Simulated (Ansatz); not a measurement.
# P (Cmce), one atom moved along a line

All numbers below come from Ansatz 0.2.0, DFT PBEsol+D3(BJ), scalar-relativistic, plane waves, PAW. Settings: plane waves to 420 eV, k-mesh 16×16×12 (Γ-centred), Gaussian smearing 0.15 eV. No spin polarisation. Energies are free energies at this smearing, counted from the undisturbed cell; pressure is positive in compression.

The undisturbed cell (relaxed at this level):

```
CELL_PARAMETERS angstrom
1.67457 -4.94778 0.00000
1.67457 4.94778 0.00000
0.00000 0.00000 3.82981
ATOMIC_POSITIONS crystal
P 0.11117 0.88883 0.94306
P 0.61117 0.38883 0.55694
P 0.88883 0.11117 0.05694
P 0.38883 0.61117 0.44306
```

Atom 1 (P) is moved by x along the Cartesian unit vector (-0.750, 0.000, -0.662); the cell and all other atoms stay fixed. The cell is metallic on the mesh throughout.

| x (Å) | ΔE (meV/cell) | force along x on the moved atoms (eV/Å) | pressure (GPa) |
| --- | --- | --- | --- |
| -0.4500 | 450.6 | 1.06 | -1.5 |
| -0.2250 | 178.1 | 1.26 | -1.4 |
| 0.0000 | 0.0 | 0.00 | 0.0 |
| 0.3375 | 914.5 | -6.64 | 7.8 |

Cost: 4 runs of about 6.5 core-minutes in all, on Intel Xeon Platinum 8488C (Sapphire Rapids) (shared hosts).